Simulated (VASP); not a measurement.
PbI2:

```
CELL_PARAMETERS angstrom
4.53763 0.00000 0.00000
-2.26881 3.92970 0.00000
0.00000 0.00000 7.07037
ATOMIC_POSITIONS crystal
Pb 0.00000 0.00000 0.00000
I 0.33333 0.66667 0.26383
I 0.66667 0.33333 0.73617
```

Base run:

| Quantity | Value |
| --- | --- |
| Program | VASP 6.6.1 |
| Functional | TB-mBJ |
| Potentials or basis | VASP PAW PBE potentials, release 64 (Pb_d, I) |
| Cutoff | 520 eV |
| k mesh | 9 × 9 × 4 |
| Occupations | gaussian, width 0.03 eV |
| Spin | no spin polarisation |

Its results: band gap on the k mesh 3.01 eV, direct.

Task: The run is repeated on the same cell with these changes: functional from TB-mBJ to LDA; potentials or basis from VASP PAW PBE potentials, release 64 (Pb_d, I) to VASP PAW LDA potentials, release 64 (Pb_d, I). What comes out?

Result: Band gap on the k mesh 2.06 eV, direct.

Caveats: spin-orbit coupling is left out, which as a rule narrows the gap of such compounds by several tenths of an eV.
